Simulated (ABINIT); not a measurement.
**Quasiparticle gap of BP (F-43m) in ABINIT**

How does a plane-wave GW calculation on BP (F-43m) run from the first input to the gap?

Program: ABINIT 10.8.3. Level of theory: PBE and many-body steps on it, plane waves. Results are calculated unless marked as measured.

### Step 1. Set-up

The structure is cubic, space group F-43m (No. 216). Conventional cell: a = 4.538 Å, b = 4.538 Å, c = 4.538 Å, α = 90.00°, β = 90.00°, γ = 90.00°. B has 4 P at 1.97 Å nearest. P has 4 B at 1.97 Å nearest. Farther neighbours are not listed.

Coordinates:

```cif
data_structure
_symmetry_space_group_name_H-M 'P 1'
_symmetry_Int_Tables_number 1
_cell_length_a 3.2089
_cell_length_b 3.2089
_cell_length_c 3.2089
_cell_angle_alpha 60.000
_cell_angle_beta 60.000
_cell_angle_gamma 60.000
_cell_volume 23.36
loop_
_atom_site_label
_atom_site_type_symbol
_atom_site_fract_x
_atom_site_fract_y
_atom_site_fract_z
_atom_site_occupancy
B1 B 0.00000 0.00000 0.00000 1
P2 P 0.25000 0.25000 0.25000 1
```

The cell and positions come from the Crystallography Open Database and are kept as given unless a step says otherwise.

### Step 2. Ground state

This step: ABINIT 10.8.3; DFT, PBE, plane waves, norm-conserving pseudopotentials.

The ground-state density comes first.

Input file run.abi:

```
acell 3*1.0 Angstrom
rprim 
  0.000000000000 2.269000000000 2.269000000000
  2.269000000000 0.000000000000 2.269000000000
  2.269000000000 2.269000000000 0.000000000000
ntypat 2
znucl 5 15
natom 2
typat 1 2
xred 
  0.000000000000 0.000000000000 0.000000000000
  0.250000000000 0.250000000000 0.250000000000
pp_dirpath "pseudos"
pseudos "B.upf, P.upf"
ecut 34
ngkpt 8 8 8
nshiftk 1
shiftk 0 0 0
kptopt 1
chksymbreak 0
nband 9
occopt 1
tolvrs 1e-10
nstep 60
prtwf 0
optforces 0
optstress 0
indata_prefix "in"
outdata_prefix "out"
tmpdata_prefix "tmp"
```

Command:

```bash
$ OMP_NUM_THREADS=1 mpirun -n 4 abinit run.abi > log
```

Numbers of over 12 decimals in the logs are rounded to 6 here.

Output:

```text
.Version 10.8.3 of ABINIT. v10.8.2 released Aug 2026.

 Symmetries : space group F-4 3 m (#216); Bravais cF (face-center cubic)
================================================================================
 Values of the parameters that define the memory need of the present run
     intxc =       0    ionmov =       0      iscf =       7    lmnmax =       6
     lnmax =       6     mgfft =      32  mpssoang =       3    mqgrid =    3001
     natom =       2  nloc_mem =       1    nspden =       1   nspinor =       1
    nsppol =       1      nsym =      24    n1xccc =    2501    ntypat =       2
    occopt =       1   xclevel =       2
-    mband =           9        mffmem =           1         mkmem =           8
       mpw =        1506          nfft =       32768          nkpt =          29
================================================================================
  Rough estimation (10% accuracy) of disk space for files :
================================================================================

--------------------------------------------------------------------------------
------------- Echo of variables that govern the present computation ------------
--------------------------------------------------------------------------------
 -outvars: echo values of preprocessed input variables --------
            acell      1.8897261259E+00  1.8897261259E+00  1.8897261259E+00 Bohr

      chksymbreak           0
             ecut      3.40000000E+01 Hartree
-          fftalg         312

              ixc     -101130
              kpt      0.00000000E+00  0.00000000E+00  0.00000000E+00
                       1.25000000E-01  0.00000000E+00  0.00000000E+00
                       2.50000000E-01  0.00000000E+00  0.00000000E+00
                       3.75000000E-01  0.00000000E+00  0.00000000E+00
                       5.00000000E-01  0.00000000E+00  0.00000000E+00
                       1.25000000E-01  1.25000000E-01  0.00000000E+00
                       2.50000000E-01  1.25000000E-01  0.00000000E+00
                       3.75000000E-01  1.25000000E-01  0.00000000E+00
                       5.00000000E-01  1.25000000E-01  0.00000000E+00
   [... 18 further rows ...]
                      -3.75000000E-01  5.00000000E-01  1.25000000E-01
                      -2.50000000E-01  5.00000000E-01  2.50000000E-01
         kptrlatt        8    0    0      0    8    0      0    0    8
          kptrlen      4.85107901E+01
P           mkmem           8
            natom           2
            nband           9
            ngfft          32      32      32
             nkpt          29
            nstep          60
             nsym          24
           ntypat           2
              occ      2.000000  2.000000  2.000000  2.000000  0.000000  0.000000
[...]
optforces           0
        optstress           0
            prtwf           0
            rprim      0.0000000000E+00  2.2690000000E+00  2.2690000000E+00
[...]
spgroup         216

           tolvrs      1.00000000E-10

             xred      0.0000000000E+00  0.0000000000E+00  0.0000000000E+00
[...]
znucl        5.00000   15.00000

================================================================================

 chkinp: Checking input parameters for consistency.

================================================================================
== DATASET  1 ==================================================================
-   mpi_nproc: 4, omp_nthreads: 1 (-1 if OMP is not activated)

--- !DatasetInfo
iteration_state: {dtset: 1, }
dimensions: {natom: 2, nkpt: 29, mband: 9, nsppol: 1, nspinor: 1, nspden: 1, mpw: 1506, }
cutoff_energies: {ecut:  34.0, pawecutdg:  -1.0, }
electrons: {nelect:   8.00000000E+00, charge:   0.00000000E+00, occopt:   1.00000000E+00, tsmear:   1.00000000E-02, }

 Real(R)+Recip(G) space primitive vectors, cartesian coordinates (Bohr,Bohr^-1):
 R(1)=  0.0000000  4.2877886  4.2877886  G(1)= -0.1166102  0.1166102  0.1166102
 R(2)=  4.2877886  0.0000000  4.2877886  G(2)=  0.1166102 -0.1166102  0.1166102
 R(3)=  4.2877886  4.2877886  0.0000000  G(3)=  0.1166102  0.1166102 -0.1166102
 Unit cell volume ucvol=  1.5766311E+02 bohr^3
 Angles (23,13,12)=  6.00000000E+01  6.00000000E+01  6.00000000E+01 degrees

 getcut: wavevector=  0.0000  0.0000  0.0000  ngfft=  32  32  32
         ecut(hartree)=     34.000   => boxcut(ratio)=   2.01047

--- Pseudopotential description ------------------------------------------------
- B Generated using ONCVPSP code by D. R. Hamann
-  5.00000   3.00000  171031                  znucl, zion, pspdat
12 -101130 1 -1 1534                          pspcod,pspxc,lmax,lloc,mmax
     nproj     2     2     0
  pspatm : epsatm=    3.38844616
         --- l  ekb(1:nproj) -->
[...]
pspatm: atomic psp has been read  and splines computed

- P Generated using ONCVPSP code by D. R. Hamann
- 15.00000   5.00000  171031                  znucl, zion, pspdat
12 -101130 2 -1 1298                          pspcod,pspxc,lmax,lloc,mmax
     nproj     2     2     2
  pspatm : epsatm=    8.05910421
         --- l  ekb(1:nproj) -->
[...]
2   -3.154982   -0.827415
 pspatm: atomic psp has been read  and splines computed

   9.15804030E+01                                ecore*ucvol(ha*bohr**3)
--------------------------------------------------------------------------------

_setup2: Arith. and geom. avg. npw (full set) are    1493.475    1493.449

================================================================================

--- !BeginCycle
iteration_state: {dtset: 1, }
solver: {iscf: 7, nstep: 60, nline: 4, wfoptalg: 0, }
tolerances: {tolvrs: 1.00E-10, }

     iter   Etot(hartree)      deltaE(h)  residm     vres2
 ETOT  1  -9.869870    -9.870E+00 5.216E-02 9.030E+01
 ETOT  2  -9.892252    -2.238E-02 4.815E-03 1.817E+01
 ETOT  3  -9.896686    -4.435E-03 5.351E-03 1.261E-01
 ETOT  4  -9.896710    -2.323E-05 7.433E-03 2.373E-03
 ETOT  5  -9.896710    -1.775E-07 5.378E-03 4.971E-05
 ETOT  6  -9.896710    -3.536E-09 2.331E-03 6.175E-07
 ETOT  7  -9.896710    -5.026E-11 7.999E-04 1.692E-08
 ETOT  8  -9.896710    -9.450E-13 1.683E-04 3.445E-10
 ETOT  9  -9.896710     2.363E-13 6.151E-05 1.548E-12

 At SCF step    9       vres2   =  1.55E-12 < tolvrs=  1.00E-10 =>converged.

--- !ResultsGS
iteration_state: {dtset: 1, }
comment   : Summary of ground state results
lattice_vectors:
- [  0.0000000,   4.2877886,   4.2877886, ]
- [  4.2877886,   0.0000000,   4.2877886, ]
- [  4.2877886,   4.2877886,   0.0000000, ]
lattice_lengths: [   6.06385,    6.06385,    6.06385, ]
lattice_angles: [ 60.000,  60.000,  60.000, ] # degrees, (23, 13, 12)
lattice_volume:   1.5766311E+02
convergence: {deltae:  2.363E-13, res2:  1.548E-12, residm:  6.151E-05, diffor:  0.000E+00, }
etotal    :  -9.89670974E+00
entropy   :   0.00000000E+00
fermie    :   2.67006735E-01
cartesian_stress_tensor: null
pressure_GPa: null
xred      :
- [  0.0000E+00,   0.0000E+00,   0.0000E+00,  B]
- [  2.5000E-01,   2.5000E-01,   2.5000E-01,  P]
cartesian_forces: null
force_length_stats: {min: null, max: null, mean: null, }

 Integrated electronic density in atomic spheres:
 ------------------------------------------------
 Atom  Sphere_radius  Integrated_density
    1        2.00000          2.70990900
    2        2.00000          2.92263652
================================================================================

 ----iterations are completed or convergence reached----

 Mean square residual over all n,k,spin=   47.057E-08; max=  61.505E-06
 reduced coordinates (array xred) for    2 atoms
       0.000000000000      0.000000000000      0.000000000000
       0.250000000000      0.250000000000      0.250000000000
 rms dE/dt=  0.0000E+00; max dE/dt=  0.0000E+00; dE/dt below (all hartree)
    1       0.000000000000      0.000000000000      0.000000000000
    2       0.000000000000      0.000000000000      0.000000000000

 cartesian coordinates (angstrom) at end:
    1      0.000000     0.000000     0.000000
    2      1.134500     1.134500     1.134500
 length scales=  1.889726125908  1.889726125908  1.889726125908 bohr
              =  1.000000000000  1.000000000000  1.000000000000 angstroms
 prteigrs : about to open file out_EIG
 Fermi (or HOMO) energy (hartree) =   0.26701   Average Vxc (hartree)=  -0.39956
 Eigenvalues (hartree) for nkpt=  29  k points:
 kpt#   1, nband=  9, wtk=  0.00195, kpt=  0.0000  0.0000  0.0000 (reduced coord)
  -0.30111    0.26701    0.26701    0.26701    0.39220    0.39220    0.39220    0.53740
   0.69048
 prteigrs : prtvol=0 or 1, do not print more k-points.

--- !EnergyTerms
iteration_state     : {dtset: 1, }
comment             : Components of total free energy in Hartree
kinetic             :  4.64395738634320E+00
hartree             :  6.30836753486012E-01
xc                  : -3.32226206940715E+00
Ewald energy        : -1.04916197636976E+01
psp_core            :  5.80861330051174E-01
local_psp           : -2.96903600272399E+00
non_local_psp       :  1.03055262904093E+00
total_energy        : -9.89670973690742E+00
total_energy_eV     : -2.69303191215349E+02
band_energy         :  2.27567509801290E-01

== END DATASET(S) ==============================================================
================================================================================

 -outvars: echo values of variables after computation  --------
           etotal     -9.8967097369E+00
            nband           9
             nkpt          29
          spgroup         216
 [... the other variables as echoed above ...]

 Calculation completed.
```

It took 4.3 s on 4 MPI ranks of Arm Neoverse V1, shared host; peak memory 0.25 GiB; 17 s of CPU time.

This step gave:

* total energy: -269.3032 eV
* gap: 1.280 eV
* k of the valence top: 0, 0, 0
* k of the conduction bottom: 0.375, 0.375, 0
* least direct gap: 3.407 eV

The gap is indirect, with the least direct gap 2.13 eV higher.

(Part 1 of 3 ends here.)

[Paths, hosts, dates, memory and timing lines, banners, echoed tables and standing remarks are left out of the program output.]

[Logs are printed without paths, hosts, clocks, repeated set-up lines and the standing remarks that a program may print on its own settings, such as how far it seeks lower states.]

[Runs of the session that timed out or met a known fault of the program may be left out.]

[Hosts, paths, dates, database ids (printed as entryN), source tags and the programs' standing remarks are cut or masked in the printed files.]

[G0W0 gaps are taken among the corrected bands and points alone; a level outside them can change the order at an edge.]

[Where Ansatz stands beside ABINIT at settings called matched, ABINIT's density can come from a denser mesh and the files from another edition; pairs whose starting gaps differed by over 0.03 eV were left out, so agreement reads better than it is.]
